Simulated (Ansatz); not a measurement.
**CoO: Born charges and dielectric tensor with PBEsol+U**

**What was measured.**

“Optical Spectroscopy in CoO: Phonons, Electric, and Magnetic Excitations”, 2008, arxiv:0809.0997 reports, for a bulk crystal of CoO at 300 K: high-frequency dielectric constant 5.

The system is CoO.

```
Co O
1.0
     0.00000    2.13150    2.13150
     2.13150    0.00000    2.13150
     2.13150    2.13150    0.00000
Co O
1 1
Direct
  0.00000 0.00000 0.00000
  0.50000 0.50000 0.50000
```

| Property | Result |
| --- | --- |
| Program | Ansatz 0.2.0 |
| Task | Born charges and dielectric tensor |
| Functional | PBEsol |
| Potentials or basis | Ansatz PAW |
| Cutoff | 420 eV (not typed: the program's choice for these potentials) |
| k mesh | 11 × 11 × 11 |
| Occupations | fermi-dirac, width 0.02 eV |
| Spin | collinear spin, ferromagnetic start |
| Starting moments | [2.0, 0.0] μB |
| Hubbard terms | Co d U = 3.5 eV |
| Hubbard projectors | ortho-atomic (the default) |
| Double counting | fll (the default) |

```json
{
  "Band gap on the k mesh": "1.24 eV, indirect (least direct gap 2.08 eV)",
  "Net moment": "3.00 μB per cell",
  "Absolute moment": "3.01 μB per cell",
  "Site moments": "Co +2.60; O +0.24 μB",
  "Electronic dielectric tensor (diagonal)": "5.85",
  "Born charges (mean of the diagonal)": "Co +2.40; O -2.40 e"
}
```

Levels at points of the mesh, in eV from the valence-band top:
Spin up:
```
           k point  band 10  band 11  band 12  band 13  band 14  band 15  band 16  band 17
(0.00, 0.00, 0.00)    -4.19    -2.40    -2.34    -2.34     1.31    16.86    17.98    18.34
```
Spin down:
| k point | band 8 | band 9 | band 10 | band 11 | band 12 | band 13 |
| --- | --- | --- | --- | --- | --- | --- |
| (0.00, 0.00, 0.00) | -1.93 | -1.93 | -1.91 | 1.24 | 1.70 | 1.70 |

Electronic dielectric tensor:
```
5.85 0.03 0.03
0.03 5.85 0.03
0.03 0.03 5.85
```

Born effective charge tensors (e):
atom 1, Co
```
2.40 0.09 0.09
0.09 2.40 0.09
0.09 0.09 2.40
```
atom 2, O
```
-2.40 -0.09 -0.09
-0.09 -2.40 -0.09
-0.09 -0.09 -2.40
```

Eigenvalues of the final occupation matrices:
```tsv
site	spin	trace	eigenvalues
site 1	1	4.99	1.00 1.00 1.00 1.00 1.00
site 1	2	2.30	0.05 0.13 0.13 0.99 0.99
```

Wall time 3.1 min on 2 threads of Arm Neoverse V1 (shared host), peak memory 1.3 GiB.

A measured high-frequency dielectric constant of CoO is 5 (300 K; “Optical Spectroscopy in CoO: Phonons, Electric, and Magnetic Excitations”, 2008, arxiv:0809.0997); the calculated 5.85 misses it by +17.0 %.

Caveat: the magnetic or orbital state may not be the lowest; odd divisions of the mesh miss points on the zone boundary, where band edges often lie, so the gap on the mesh can be too wide; a cell with one magnetic atom can't hold antiferromagnetic order, which such compounds often take. The state reached can hang on the start; a lower one may exist.
